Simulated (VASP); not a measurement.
The system is La2O3.

```xyz
5
Lattice="3.9036 0.0000 0.0000 -1.9518 3.3806 0.0000 0.0000 0.0000 6.0320" Properties=species:S:1:pos:R:3 pbc="T T T"
La    1.9518    1.1269    4.5527
La    0.0000    2.2537    1.4794
O     1.9518    1.1269    2.1351
O     0.0000    2.2537    3.8969
O     0.0000    0.0000    0.0000
```

The cell is a database's computed one.

Base run:

* Program: VASP 6.6.1
* Functional: PBEsol
* Potentials or basis: VASP PAW PBE potentials, release 64 (La, O_h)
* Cutoff: 900 eV
* k mesh: 9 × 9 × 4
* Occupations: gaussian, width 0.02 eV
* Spin: no spin polarisation

Its results: band gap on the k mesh 3.80 eV, indirect (least direct gap 3.87 eV); pressure -0.2 GPa; largest force 0.006 eV/Å.

Q: After a change of settings the same cell gave: band gap on the k mesh 4.26 eV, indirect (least direct gap 4.36 eV); pressure 3.8 GPa; largest force 0.124 eV/Å. Which change was it?
A. functional from PBEsol to r2SCAN; potentials or basis from VASP PAW PBE potentials, release 64 (La, O_h) to VASP PAW PBE potentials, release 64 (La, O); cutoff from 900 eV to 520 eV
B. potentials or basis from VASP PAW PBE potentials, release 64 (La, O_h) to VASP PAW PBE potentials, release 64 (La, O); cutoff from 900 eV to 520 eV; occupations from gaussian, width 0.02 eV to gaussian, width 0.5 eV
C. potentials or basis from VASP PAW PBE potentials, release 64 (La, O_h) to VASP PAW PBE potentials, release 64 (La, O); cutoff from 900 eV to 700 eV
D. potentials or basis from VASP PAW PBE potentials, release 64 (La, O_h) to VASP PAW PBE potentials, release 64 (La, O); cutoff from 900 eV to 520 eV; k mesh from 9 × 9 × 4 to 12 × 12 × 6

A: A.

Caveats: the PAW data sets were made with another functional, which shifts forces and pressure a little; spin-orbit coupling is left out, which moves the levels of the heavy elements; an odd mesh through Γ misses points on the zone boundary, where band edges often lie; the cutoff is under 1.25 times the usual one of these potentials, so pressure, stress and relaxed cells hold a basis-set (Pulay) error (some runs).
